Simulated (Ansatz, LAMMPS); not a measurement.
# Amorphous Al2O3 at 2.62 g/cm^3 (90 atoms), relaxed: mesh and functional compared

Which bonds does the relaxation leave, and how do the Kohn-Sham gap, forces and pressure change with k-mesh and functional?

Calculated with Ansatz 0.2.0: Kohn-Sham DFT, PBE, PAW (set soft_2), plane waves; cutoff 420 eV, Γ point, fermi-dirac smearing of 0.025 eV.

**The cell**

Density at the start: 2.62 g/cm³. The cell holds 90 atoms: 36 Al and 54 O. Its edges and angles: a = 10.513 Å, b = 10.513 Å, c = 10.513 Å, α = 90.0°, β = 90.0°, γ = 90.0°. 90 atoms (36 Al, 54 O) placed at random at 2.62 g/cm³, melted at 5000 K for 10 ps at fixed volume with the Morse and Coulomb pair potential with partial charges (Pedone, Malavasi, Menziani, Cormack and Segre, J. Phys. Chem. B 110, 11780 (2006)). Quenched from 5000 K to 300 K at 50 K/ps and fixed volume, held 5 ps, then minimised at fixed cell.

The atoms were relaxed with PBE. The walk converged after 6 steps, with a largest force component of 0.0295 eV/Å; it began at an r.m.s. force component of 0.43 eV/Å. The energy fell by 24.0 meV an atom.

The input of the reference single point:

```yaml
crystal:
  lattice:
    - [10.5128, 0.0, 0.0]
    - [0.0, 10.5128, 0.0]
    - [0.0, 0.0, 10.5128]
  atoms:
    - { symbol: Al, position: [0.22428, 0.52419, 0.62933] }
    - { symbol: Al, position: [0.41579, 0.88488, 0.38547] }
    - { symbol: Al, position: [0.66211, 0.56004, 0.2565] }
    - { symbol: Al, position: [0.47006, 0.43967, 0.46688] }
    [... 84 atom lines left out ...]
    - { symbol: O, position: [0.36985, 0.27608, 0.10559] }
    - { symbol: O, position: [0.53378, 0.56568, 0.14935] }
kpoints:
  mp_grid: { grid: [1, 1, 1] }
hamiltonian:
  xc: pbe
scf:
  occupations: { method: fermi_dirac, width: 0.025 }
output:
  forces: true
  stress: true
  populations: true
  dos:
    method: { smearing: { sigma: 0.08 } }
    de: 0.05
    projected: { site_lists: { Al: [Al], O: [O] } }
  eigenvalues: true
  write_density: true
  write_potential: true
  volumetric_format: npy
```

**Bonds after relaxation**

Bonds by pair of elements; cutoffs follow the first minimum of g(r), held within bounds set by covalent radii, and pairs that aren't listed don't count as bonded:

| pair A-B | cutoff (Å) | bonds | mean length (Å) | spread (Å) | shortest (Å) | B about A | A about B |
| --- | --- | --- | --- | --- | --- | --- | --- |
| O-Al | 2.33 | 151 | 1.82 | 0.082 | 1.68 | 2.80 | 4.19 |

How many atoms have how many bonded neighbours:

| element | mean | 2 | 3 | 4 | 5 |
| --- | --- | --- | --- | --- | --- |
| Al | 4.19 | 0 | 0 | 29 | 7 |
| O | 2.80 | 12 | 41 | 1 | 0 |

**Levels of theory**

Single points at the relaxed geometry:

| functional | k-mesh | Kohn-Sham gap (eV) | pressure (GPa) | r.m.s. force component (eV/Å) | SCF cycles | time |
| --- | --- | --- | --- | --- | --- | --- |
| PBE | 1×1×1 | 3.296 | -2.46 | 0.009 | 9 | 12 s |
| PBE | 2×2×2 | 3.289 | -2.44 | 0.010 | 9 | 92 s |
| HSE06 | 1×1×1 | 4.960 | -7.20 | 0.113 | 15 | 2.6 min |
| r2SCAN | 1×1×1 | 3.900 | -7.02 | 0.087 | 9 | 33 s |
| PBEsol | 1×1×1 | 3.206 | -5.34 | 0.039 | 10 | 12 s |

The gap is that between the highest filled and lowest empty Kohn-Sham level on the run's k-points. Cutoffs: 420 eV for PBE, HSE06 and PBEsol; 500 eV for r2SCAN. Times come from shared hosts and are rough.

**Findings**

By these cutoffs 81 % of Al atoms have 4 and 76 % of O atoms have 3 neighbours. The Kohn-Sham gap is 3.30 eV with PBE on the 1×1×1 mesh and 3.29 eV on 2×2×2. On the 1×1×1 mesh HSE06 changes the gap by +1.66 eV against PBE. Carrying that shift over to the 2×2×2 mesh gives 3.29 + 1.66 = 4.95 eV, an estimate that takes the shift to be alike at all k-points. On the reference's mesh the gap changes with r2SCAN by +0.60 eV and PBEsol by -0.09 eV. Against the reference the pressure changes with HSE06 by -4.7 GPa, r2SCAN by -4.6 GPa and PBEsol by -2.9 GPa; a negative change means a smaller volume than PBE would take. The denser mesh moves the energy by -1.4 meV/atom and the pressure by +0.02 GPa.

Limits: All single points share the geometry relaxed with PBE. The density was set when the cell was made, as one point of a scan, and needn't be that of the real material. One sample; tail or defect levels can set the gap of a disordered cell. The quench rate of 50 K/ps is many orders above laboratory rates, so the cell is likely richer in defects and strain than a real sample. The network of bonds at the start is that of the classical potential that made the cell, and needn't be the one that DFT or experiment would give. In some runs the program notes that the exchange-correlation potential is rough where the density is thin, the exchange threshold is loose for the stress and the SCF threshold is loose for the stress.

[Logs are printed without paths, hosts, clocks, repeated set-up lines and the standing remarks that a program may print on its own settings, such as how far it seeks lower states.]

[Hosts, paths, dates, database ids (printed as entryN), source tags and the programs' standing remarks are cut or masked in the printed files.]
